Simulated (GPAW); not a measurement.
Runs of GPAW 26.7.0 on Nb. The structure is cubic, space group Im-3m (No. 229). Conventional cell: a = 3.328 Å, b = 3.328 Å, c = 3.328 Å, α = 90.00°, β = 90.00°, γ = 90.00°. Nb (site symmetry m-3m) is surrounded by 8 Nb at 2.88 Å. 

| level | potentials or basis | eigensolver | pressure (GPa) |
| --- | --- | --- | --- |
| LDA | the program's PAW data sets (release 1.2.1) made for this functional, pw | - | -12.4 |
| PBEsol | PAW data sets generated in the run's folder for this functional, pw | - | -8.5 |
| RPBE | the program's PAW data sets (release 1.2.1) made for this functional, pw | - | (a) |
| r2SCAN | GPAW PAW data sets (gpaw-data 1.2.1), pw | - | -3.3 |
| revPBE | the program's PAW data sets (release 1.2.1) made for this functional, pw | - | -0.6 |
| BLYP | PAW data sets generated in the run's folder for this functional, pw | davidson | 3.1 |
| PBE | GPAW PAW data sets (gpaw-data 1.2.1), pw | - | (b) |

Alike in all rows: task band structure; no spin polarisation; cell as given; k mesh 11 × 11 × 11; cutoff (eV) 600; smearing fermi-dirac 0.05 eV.

Task: Estimate the missing entries.

Result: (a) 0.3; (b) -2.7.

Caveats: the PAW data sets were made with another functional, which shifts forces and pressure a little (some runs).
